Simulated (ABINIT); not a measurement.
# SnO2 (Cassiterite) (P4_2/mnm) in ABINIT: notebook

Runs on SnO2 (Cassiterite). Level: PBE. Tasks: single point.

Program: ABINIT 10.8.3 (patched build). These are calculated values, not measurements. Logs are shortened: lines on timing, memory, paths and dates and some standing lists are left out, and cuts for length are marked. The log counts tension as positive stress, the text compression.

## Step 1: The crystal as given

It takes space group P4_2/mnm (No. 136, tetragonal). The conventional cell has a = 4.738 Å, b = 4.738 Å, c = 3.187 Å, α = 90.00°, β = 90.00°, γ = 90.00°. Sn (site symmetry mmm) has 6 O at 2.05 to 2.06 Å as nearest neighbours. O (site symmetry m2m) is surrounded by 3 Sn at 2.05 to 2.06 Å.

## Step 2: Single point, PBE

Contents of run.abi:

```
# Pseudopotentials
pp_dirpath "./"
pseudos "Sn.upf, O.upf"

# Structure
acell 4.738 4.738 3.1865 Angstrom
rprim
     1.0000000000     0.0000000000     0.0000000000
     0.0000000000     1.0000000000     0.0000000000
     0.0000000000     0.0000000000     1.0000000000
ntypat 2
znucl 50 8
natom 6
typat 1 1 2 2 2 2
xcart
     2.3690000000     2.3690000000     1.5932500000
     0.0000000000     0.0000000000     0.0000000000
     3.8240398000     0.9139602000     1.5932500000
     3.2829602000     3.2829602000     0.0000000000
     0.9139602000     3.8240398000     1.5932500000
     1.4550398000     1.4550398000     0.0000000000 Angstrom

# Plane-wave basis
ecut 35.0

# k points
kptopt 1
ngkpt 4 4 6
nshiftk 1
shiftk 0.0 0.0 0.0

# Exchange and correlation
ixc 11

# Bands and occupations
nband 32
occopt 3
tsmear 0.05 eV

# SCF cycle
nstep 100
tolvrs 1.0e-10

# Output
iomode 3
prtwf 0
prtden 0
prteig 0
prtebands 0
enunit 1
```

Potentials or basis: PseudoDojo NC SR PBE v0.4.1 standard.

The run is started by

```
mpirun --bind-to none -np 4 abinit run.abi > log 2>&1
```

run.abo:

```text
.Version 10.8.3 of ABINIT
 Symmetries : space group P4_2/m n m (#136); Bravais tP (primitive tetrag.)
================================================================================
 Values of the parameters that define the memory need of the present run
     intxc =       0    ionmov =       0      iscf =       7    lmnmax =       6
     lnmax =       6     mgfft =      48  mpssoang =       3    mqgrid =    3001
     natom =       6  nloc_mem =       1    nspden =       1   nspinor =       1
    nsppol =       1      nsym =      16    n1xccc =    2501    ntypat =       2
    occopt =       3   xclevel =       2
       mpw =        4789          nfft =       82944          nkpt =          24
================================================================================
================================================================================

--------------------------------------------------------------------------------
------------- Echo of variables that govern the present computation ------------
--------------------------------------------------------------------------------
 -outvars: echo values of preprocessed input variables --------
            acell      8.9535223846E+00  8.9535223846E+00  6.0216123002E+00 Bohr
              amu      1.18710000E+02  1.59994000E+01
             ecut      3.50000000E+01 Hartree
           enunit           1
              ixc          11
         kptrlatt        4    0    0      0    4    0      0    0    6
          kptrlen      3.58140895E+01
            natom           6
            nband          32
            ngfft          48      48      36
             nkpt          24
            nstep         100
             nsym          16
           ntypat           2
           occopt           3
           prtden           0
        prtebands           0
           prteig           0
            prtwf           0
          spgroup         136
           tolvrs      1.00000000E-10
           tsmear      1.83746611E-03 Hartree
            typat      1  1  2  2  2  2
           xangst      2.3690000000E+00  2.3690000000E+00  1.5932500000E+00
                       0.0000000000E+00  0.0000000000E+00  0.0000000000E+00
                       3.8240398000E+00  9.1396020000E-01  1.5932500000E+00
                       3.2829602000E+00  3.2829602000E+00  0.0000000000E+00
                       9.1396020000E-01  3.8240398000E+00  1.5932500000E+00
                       1.4550398000E+00  1.4550398000E+00  0.0000000000E+00
            xcart      4.4767611923E+00  4.4767611923E+00  3.0108061501E+00
                       0.0000000000E+00  0.0000000000E+00  0.0000000000E+00
                       7.2263879166E+00  1.7271344680E+00  3.0108061501E+00
                       6.2038956603E+00  6.2038956603E+00  0.0000000000E+00
                       1.7271344680E+00  7.2263879166E+00  3.0108061501E+00
                       2.7496267243E+00  2.7496267243E+00  0.0000000000E+00
             xred      5.0000000000E-01  5.0000000000E-01  5.0000000000E-01
                       0.0000000000E+00  0.0000000000E+00  0.0000000000E+00
                       8.0710000000E-01  1.9290000000E-01  5.0000000000E-01
                       6.9290000000E-01  6.9290000000E-01  0.0000000000E+00
                       1.9290000000E-01  8.0710000000E-01  5.0000000000E-01
                       3.0710000000E-01  3.0710000000E-01  0.0000000000E+00
            znucl       50.00000    8.00000

================================================================================

 chkinp: Checking input parameters for consistency.

================================================================================
== DATASET  1 ==================================================================

--- !DatasetInfo
iteration_state: {dtset: 1, }
dimensions: {natom: 6, nkpt: 24, mband: 32, nsppol: 1, nspinor: 1, nspden: 1, mpw: 4789, }
cutoff_energies: {ecut:  35.0, pawecutdg:  -1.0, }
electrons: {nelect:   5.20000000E+01, charge:   0.00000000E+00, occopt:   3.00000000E+00, tsmear:   1.83746611E-03, }
meta: {optdriver: 0, ionmov: 0, optcell: 0, iscf: 7, paral_kgb: 0, }
...

 Exchange-correlation functional for the present dataset will be:
  GGA: Perdew-Burke-Ernzerhof functional - ixc=11
  J.P.Perdew, K.Burke, M.Ernzerhof, PRL 77, 3865 (1996)

 Real(R)+Recip(G) space primitive vectors, cartesian coordinates (Bohr,Bohr^-1):
 R(1)=  8.9535224  0.0000000  0.0000000  G(1)=  0.1116879  0.0000000  0.0000000
 R(2)=  0.0000000  8.9535224  0.0000000  G(2)=  0.0000000  0.1116879  0.0000000
 R(3)=  0.0000000  0.0000000  6.0216123  G(3)=  0.0000000  0.0000000  0.1660685
 Unit cell volume ucvol=  4.8272594E+02 bohr^3
 Angles (23,13,12)=  9.00000000E+01  9.00000000E+01  9.00000000E+01 degrees

 getcut: wavevector=  0.0000  0.0000  0.0000  ngfft=  48  48  36
         ecut(hartree)=     35.000   => boxcut(ratio)=   2.01302

[... 71 lines left out ...]
- [  3.87738950E-03,  -3.87738950E-03,  -0.00000000E+00, ]
- [ -3.87738950E-03,  -3.87738950E-03,  -0.00000000E+00, ]
force_length_stats: {min:   0.00000000E+00, max:   5.48345682E-03, mean:   3.65563788E-03, }
...

 Integrated electronic density in atomic spheres:
 ------------------------------------------------
 Atom  Sphere_radius  Integrated_density
    1        2.00000         10.46857568
    2        2.00000         10.46857568
    3        2.00000          6.31488641
    4        2.00000          6.31488641
    5        2.00000          6.31488641
    6        2.00000          6.31488641
================================================================================

 ----iterations are completed or convergence reached----

 Mean square residual over all n,k,spin=   96.456E-08; max=  23.291E-05
 reduced coordinates (array xred) for    6 atoms
       0.500000000000      0.500000000000      0.500000000000
       0.000000000000      0.000000000000      0.000000000000
       0.807100000000      0.192900000000      0.500000000000
       0.692900000000      0.692900000000      0.000000000000
       0.192900000000      0.807100000000      0.500000000000
       0.307100000000      0.307100000000      0.000000000000
 rms dE/dt=  2.3144E-02; max dE/dt=  3.4716E-02; dE/dt below (all hartree)
    1       0.000000000000      0.000000000000      0.000000000000
    2       0.000000000000      0.000000000000      0.000000000000
    3       0.034716293675     -0.034716293675      0.000000000000
    4      -0.034716293675     -0.034716293675      0.000000000000
    5      -0.034716293675      0.034716293675      0.000000000000
    6       0.034716293675      0.034716293675      0.000000000000

 cartesian coordinates (angstrom) at end:
    1      2.36900000000000     2.36900000000000     1.59325000000000
    2      0.00000000000000     0.00000000000000     0.00000000000000
    3      3.82403980000000     0.91396020000000     1.59325000000000
    4      3.28296020000000     3.28296020000000     0.00000000000000
    5      0.91396020000000     3.82403980000000     1.59325000000000
    6      1.45503980000000     1.45503980000000     0.00000000000000

 cartesian forces (hartree/bohr) at end:
    1     -0.00000000000000    -0.00000000000000    -0.00000000000000
    2     -0.00000000000000    -0.00000000000000    -0.00000000000000
    3     -0.00387738949926     0.00387738949926    -0.00000000000000
    4      0.00387738949926     0.00387738949926    -0.00000000000000
    5      0.00387738949926    -0.00387738949926    -0.00000000000000
    6     -0.00387738949926    -0.00387738949926    -0.00000000000000
 frms,max,avg= 2.5849263E-03 3.8773895E-03   0.000E+00  0.000E+00  0.000E+00 h/b

 cartesian forces (eV/Angstrom) at end:
    1     -0.00000000000000    -0.00000000000000    -0.00000000000000
    2     -0.00000000000000    -0.00000000000000    -0.00000000000000
    3     -0.19938338459813     0.19938338459813    -0.00000000000000
    4      0.19938338459813     0.19938338459813    -0.00000000000000
    5      0.19938338459813    -0.19938338459813    -0.00000000000000
    6     -0.19938338459813    -0.19938338459813    -0.00000000000000
 frms,max,avg= 1.3292226E-01 1.9938338E-01   0.000E+00  0.000E+00  0.000E+00 e/A
 length scales=  8.953522384551  8.953522384551  6.021612300205 bohr
              =  4.738000000000  4.738000000000  3.186500000000 angstroms
 Fermi (or HOMO) energy (eV) =   5.34177   Average Vxc (eV)= -11.45486
 Eigenvalues (   eV  ) for nkpt=  24  k points:
 kpt#   1, nband= 32, wtk=  0.01042, kpt=  0.0000  0.0000  0.0000 (reduced coord)
 -16.44928  -15.70812  -15.41736  -15.39583  -15.39583  -15.29370  -15.26177  -15.17462
 -15.16549  -15.16549  -14.20111  -12.34096  -12.34096  -10.57536   -3.40008    0.65392
   0.65392    0.74366    1.61509    2.67486    2.74629    3.45978    3.45978    3.96286
   3.96286    4.70849    5.97282   10.83384   11.09974   11.09974   15.20638   15.34548
 prteigrs : prtvol=0 or 1, do not print more k-points.

--- !EnergyTerms
iteration_state     : {dtset: 1, }
comment             : Components of total free energy in Hartree
kinetic             :  1.40290721391227E+02
hartree             :  4.94378886940281E+01
xc                  : -6.11729405274964E+01
Ewald energy        : -1.53716967537747E+02
psp_core            :  9.70396357830799E+00
local_psp           : -1.52138213071615E+02
non_local_psp       : -5.61908287794517E+01
internal            : -2.23786376252746E+02
'-kT*entropy'       : -3.47926743794246E-09
total_energy        : -2.23786376256225E+02
total_energy_eV     : -6.08953752089657E+03
band_energy         : -1.34596137559228E+01
...

 Cartesian components of stress tensor (hartree/bohr^3)
  sigma(1 1)= -3.28340909E-04  sigma(3 2)=  0.00000000E+00
  sigma(2 2)= -3.28340909E-04  sigma(3 1)=  0.00000000E+00
  sigma(3 3)= -4.53164009E-04  sigma(2 1)=  0.00000000E+00

-Cartesian components of stress tensor (GPa)         [Pressure=  1.0884E+01 GPa]
- sigma(1 1)= -9.66012305E+00  sigma(3 2)=  0.00000000E+00
- sigma(2 2)= -9.66012305E+00  sigma(3 1)=  0.00000000E+00
- sigma(3 3)= -1.33325454E+01  sigma(2 1)=  0.00000000E+00

== END DATASET(S) ==============================================================
================================================================================

 -outvars: echo values of variables after computation  --------
            acell      8.9535223846E+00  8.9535223846E+00  6.0216123002E+00 Bohr
           etotal     -2.2378637626E+02
            fcart     -0.0000000000E+00 -0.0000000000E+00 -0.0000000000E+00
                      -0.0000000000E+00 -0.0000000000E+00 -0.0000000000E+00
                      -3.8773894993E-03  3.8773894993E-03 -0.0000000000E+00
                       3.8773894993E-03  3.8773894993E-03 -0.0000000000E+00
                       3.8773894993E-03 -3.8773894993E-03 -0.0000000000E+00
                      -3.8773894993E-03 -3.8773894993E-03 -0.0000000000E+00
           strten     -3.2834090890E-04 -3.2834090890E-04 -4.5316400886E-04
                       0.0000000000E+00  0.0000000000E+00  0.0000000000E+00
           xangst      2.3690000000E+00  2.3690000000E+00  1.5932500000E+00
                       0.0000000000E+00  0.0000000000E+00  0.0000000000E+00
                       3.8240398000E+00  9.1396020000E-01  1.5932500000E+00
                       3.2829602000E+00  3.2829602000E+00  0.0000000000E+00
                       9.1396020000E-01  3.8240398000E+00  1.5932500000E+00
                       1.4550398000E+00  1.4550398000E+00  0.0000000000E+00
             xred      5.0000000000E-01  5.0000000000E-01  5.0000000000E-01
                       0.0000000000E+00  0.0000000000E+00  0.0000000000E+00
                       8.0710000000E-01  1.9290000000E-01  5.0000000000E-01
                       6.9290000000E-01  6.9290000000E-01  0.0000000000E+00
                       1.9290000000E-01  8.0710000000E-01  5.0000000000E-01
                       3.0710000000E-01  3.0710000000E-01  0.0000000000E+00
 Calculation completed.
```

Run time: 76 s. Hardware: 4 MPI ranks of Intel Xeon Platinum 8375C at 2.90GHz (Ice Lake), shared host; peak memory 0.32 GiB.

What came out:

| Quantity | Value |
| --- | --- |
| Free energy | -6089.5375 eV |
| Largest force | 0.282 eV/Å |
| Band gap on the k mesh | 1.26 eV, direct |
| Valence electrons inside the program's atomic spheres | Sn 10.47; O 6.31 |

Forces in eV/Å, atoms in the order of the input:
```
Sn   0.000  0.000  0.000
Sn   0.000  0.000  0.000
O   -0.199  0.199  0.000
O    0.199  0.199  0.000
O    0.199 -0.199  0.000
O   -0.199 -0.199  0.000
```

Caveat: the cutoff is too short for stress, so the log's stress isn't used; spin-orbit coupling is left out, which moves the levels of the heavy elements.

[end of part 1 of 2]
